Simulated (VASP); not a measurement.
Set up this calculation in VASP 6.6.1, as the native input.

| Property | Result |
| --- | --- |
| Task | G0W0 quasiparticle levels |
| Functional | PBE |
| Potentials or basis | VASP PAW PBE potentials, release 64 (Ba_sv_GW, S_GW) |
| Cutoff | 450 eV |
| k mesh | 4 × 4 × 4 |
| Occupations | gaussian, width 0.01 eV |
| Spin | no spin polarisation |
| GW scheme | G0W0 |
| GW iterations | 1 |
| Cutoff of the response function | 80 |
| Frequency points | 50 |
| Empty bands | 105 |
| Further INCAR settings | ALGO = EVGW0; EDIFF = 1e-08; NBANDS = 113 |

Crystal: BaS.

```
CELL_PARAMETERS angstrom
0.00000 3.19375 3.19375
3.19375 0.00000 3.19375
3.19375 3.19375 0.00000
ATOMIC_POSITIONS crystal
Ba 0.00000 0.00000 0.00000
S 0.50000 0.50000 0.50000
```

These files were run (other wordings do the same):

POSCAR

```
BaS
1.0
    0.0000000000      3.1937500000      3.1937500000
    3.1937500000      0.0000000000      3.1937500000
    3.1937500000      3.1937500000      0.0000000000
Ba S
1 1
Direct
    0.0000000000      0.0000000000      0.0000000000
    0.5000000000      0.5000000000      0.5000000000
```

INCAR.step1

```
PREC = Accurate
ENCUT = 450
EDIFF = 1E-8
ISMEAR = 0
SIGMA = 0.01
LREAL = F
LASPH = T
NELM = 80
ALGO = Normal
LWAVE = T
LCHARG = F
GGA = PE
```

INCAR.step2

```
PREC = Accurate
ENCUT = 450
EDIFF = 1E-8
ISMEAR = 0
SIGMA = 0.01
LREAL = F
LASPH = T
NELM = 1
ALGO = Exact
LWAVE = T
LCHARG = F
GGA = PE
NBANDS = 113
LOPTICS = T
ISTART = 1
```

INCAR.step3

```
PREC = Accurate
ENCUT = 450
EDIFF = 1E-8
ISMEAR = 0
SIGMA = 0.01
LREAL = F
LASPH = T
ALGO = EVGW0
LWAVE = F
LCHARG = F
GGA = PE
NELMGW = 1
NBANDS = 113
ENCUTGW = 80
NOMEGA = 50
PRECFOCK = Fast
ISTART = 1
NBANDSGW = 16
```

KPOINTS

```
Automatic mesh
0
Gamma
  4 4 4
```

Potentials or basis: VASP PAW PBE potentials, release 64 (Ba_sv_GW, S_GW).

The run is started by

```sh
$ cat potpaw_PBE.64/Ba_sv_GW/POTCAR potpaw_PBE.64/S_GW/POTCAR > POTCAR
$ cp INCAR.step1 INCAR
$ mpirun -np 1 vasp_std > vasp.out
$ cp INCAR.step2 INCAR
$ mpirun -np 1 vasp_std > vasp.out
$ cp INCAR.step3 INCAR
$ mpirun -np 1 vasp_std > vasp.out
```

Results of the run:

* Band gap on the k mesh, mean-field level: 2.20 eV, indirect (least direct gap 2.31 eV)
* Quasiparticle gap: 3.30 eV
* Least direct quasiparticle gap: 3.43 eV

Caveat: the k mesh is coarse (spacing up to 0.43 Å⁻¹), so the values aren't converged; bands, screening cutoff and mesh are small and nothing is extrapolated, so the quasiparticle values aren't converged; spin-orbit coupling is left out, which moves the levels of the heavy elements.

It took 2.7 min on 1 thread of Intel(R) Xeon(R) Platinum 8488C (Sapphire Rapids) (shared host), peak memory 0.62 GiB.
